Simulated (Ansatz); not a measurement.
A 2-atom cell of RbCl started from a crystallographic database (r2SCAN geometry), in Ansatz:

```
CELL_PARAMETERS angstrom
0.00000 3.30573 3.30573
3.30573 0.00000 3.30573
3.30573 3.30573 0.00000
ATOMIC_POSITIONS crystal
Rb 0.00000 0.00000 0.00000
Cl 0.50000 0.50000 0.50000
```

G0W0@PBE with 271 empty bands, a screening cutoff of 140 eV and a 4×4×4 mesh (PAW, contour deformation) gives 7.611 eV over the mesh points, from a PBE gap of 4.957 eV; it sums over 279 bands with 283 plane waves in the screening and a wave cutoff of 420 eV. G0W0 values are finite-basis, finite-mesh values. Spin-unpolarised throughout; all numbers are computed.

Q: Estimate the gap with empty bands 499, screening cutoff 210 eV.

A: 7.707 eV (+0.096 eV), from a Kohn-Sham gap of 4.957 eV.

Q: Estimate the gap with starting point r2SCAN.

A: 7.955 eV (+0.344 eV), from a Kohn-Sham gap of 5.556 eV.

Q: Estimate the gap with potentials of the kind norm-conserving.

A: 7.624 eV (+0.013 eV), from a Kohn-Sham gap of 4.958 eV.
